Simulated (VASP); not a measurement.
A run of VASP 6.6.1 is set up as follows.

The input INCAR:

```
PREC = Accurate
ENCUT = 600
EDIFF = 1E-7
ISMEAR = 1
SIGMA = 0.1
LREAL = F
LASPH = T
NELM = 80
ALGO = Normal
ISIF = 3
LWAVE = F
LCHARG = F
GGA = PS
IBRION = 2
NSW = 90
EDIFFG = -0.005
KPAR = 4
```

The input KPOINTS:

```
regular mesh
0
Gamma
  16 16 16
```

POSCAR

```
TaAs                                    
1.0
   -1.7165321199      1.7165321199      5.7984136935
    1.7165321199     -1.7165321199      5.7984136935
    1.7165321199      1.7165321199     -5.7984136935
  Ta              As            
     2     2
Direct
     0.5003029945563673    0.0003029945563673    0.5000000000000000
     0.7503029945563673    0.7503029945563673    0.0000000000000000
     0.0822964254436337    0.5822964254436338    0.5000000000000000
     0.3322964254436337    0.3322964254436337    0.0000000000000000
```

Potentials or basis: VASP PAW PBE potentials, release 64 (Ta_pv, As).

The run is started by

```sh
$ cat potpaw_PBE.64/Ta_pv/POTCAR potpaw_PBE.64/As/POTCAR > POTCAR
$ mpirun -np 4 vasp_std > vasp.out
```

Q: What does it give for the space group after relaxing (to 0.05 Å)?

A: I4_1md (No. 109).

Q: Predict the relaxed cell.

A: a = 6.285 Å, b = 6.285 Å, c = 6.285 Å, α = 148.31°, β = 148.31°, γ = 45.43°.

Q: Predict the band gap on the k mesh.

A: None (metal or under the smearing width).

Final structure:
```xyz
4
Lattice="-1.7163 1.7163 5.7978 1.7163 -1.7163 5.7978 1.7163 1.7163 -5.7978" Properties=species:S:1:pos:R:3 pbc="T T T"
Ta    0.0000    1.7163    0.0035
Ta    0.0000    0.0000    8.7003
As    1.7163    0.0000    0.9542
As    0.0000    0.0000    3.8531
```

 Spin-orbit coupling is left out, which matters for the levels of Ta.
